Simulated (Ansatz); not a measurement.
Au:

```
Au
1.0
    -1.65727    1.65727    1.65727
     1.65727   -1.65727    1.65727
     1.65727    1.65727   -1.65727
Au
1
Direct
  0.00000 0.00000 0.00000
```

This isn't the form of Au at room conditions, which is fcc.

```yaml
Program: Ansatz 0.2.0
Task: relaxation of cell and atoms
Functional: r2SCAN
Potentials_or_basis: Ansatz PAW
Cutoff: "500 eV (not typed: the program's choice for these potentials)"
k_mesh: 11 × 11 × 11
Occupations: fermi-dirac, width 0.05 eV
Spin: no spin polarisation
```

At the start: volume 18.21 Å³/atom.

**Question.** Where does the relaxation end?

**Answer.** It ends after 4 steps and the volume is 17.67 Å³/atom (-3.0 %); space group Im-3m (No. 229, to 0.05 Å).

The path:
```tsv
step	energy change (eV)	largest force (eV/Å)	volume (Å³)
1	0.0000	0.0000	18.21
2	-0.0074	0.0000	17.73
3	-0.0075	0.0000	17.67
4	-0.0073	0.0000	17.67
```

Final structure:
```xyz
1
Lattice="-1.6407 1.6407 1.6407 1.6407 -1.6407 1.6407 1.6407 1.6407 -1.6407" Properties=species:S:1:pos:R:3 pbc="T T T"
Au    0.0000    0.0000    0.0000
```

Caveat: the plane-wave basis is chosen anew once the cell has moved, so the energies of steps on either side of that aren't comparable; the PAW data sets come from PBE, with cores solved anew for the run's functional, which leaves a small shift of forces and pressure.
